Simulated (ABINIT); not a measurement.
Input of an ABINIT 10.8.3 (patched build) run:

File run.abi:

```
# Pseudopotentials
pp_dirpath "./"
pseudos "Mg.upf, O.upf"

# Structure
acell 7.4737570706 7.4737570706 7.4737570706
rprim
     0.4057609562     0.2342661973     0.8834463171
    -0.4057609562     0.2342661973     0.8834463171
     0.0000000000    -0.4685323946     0.8834463171
ntypat 2
znucl 12 8
natom 3
typat 1 2 2
chkprim 0
chksymtnons 0
tolsym 1.0e-6
xred
            0.0            0.0            0.0
   0.5712140000   0.5712140000   0.5712140000
   0.4287860000   0.4287860000   0.4287860000

# Plane-wave basis
ecut 1142.878222 eV
ecutsm 0.5

# k points
kptopt 1
ngkpt 8 8 8
nshiftk 1
shiftk 0.0 0.0 0.0

# Exchange and correlation
ixc -116133

# Bands and occupations
nband 15
occopt 3
tsmear 0.00183747

# SCF cycle
nstep 80
tolvrs 1.0e-12

# Output
iomode 3
prteig 0
prtebands 0
prtwf 0
prtden 0

# Relaxation
ionmov 2
optcell 2
ntime 50
tolmxf 2.0e-5
dilatmx 1.08
```

Potentials or basis: PseudoDojo NC SR PBEsol v0.4.1 standard.

Run with:

```bash
$ abinit run.abi > log 2>&1
```

**Question.** What does it give for the relaxed volume?

**Answer.** 10.01 Å³/atom.

**Question.** What does it give for the space group after relaxing (to 0.05 Å)?

**Answer.** R-3m (No. 166).

**Question.** Estimate the relaxed cell.

**Answer.** a = 3.910 Å, b = 3.910 Å, c = 3.910 Å, α = 47.80°, β = 47.80°, γ = 47.80°.

The path:
```tsv
step	energy change (eV)	largest force (eV/Å)	pressure (GPa)	volume (Å³)
1	0.0000	0.3152	-4.86	31.17
2	-0.0127	0.0136	-2.67	30.71
3	-0.0175	0.1147	-0.44	30.21
4	-0.0183	0.0398	-0.02	30.08
5	-0.0184	0.0241	0.05	30.04
6	-0.0185	0.0277	0.02	30.04
7	-0.0185	0.0149	-0.01	30.04
8	-0.0185	0.0039	-0.01	30.04
9	-0.0185	0.0001	0.00	30.04
```
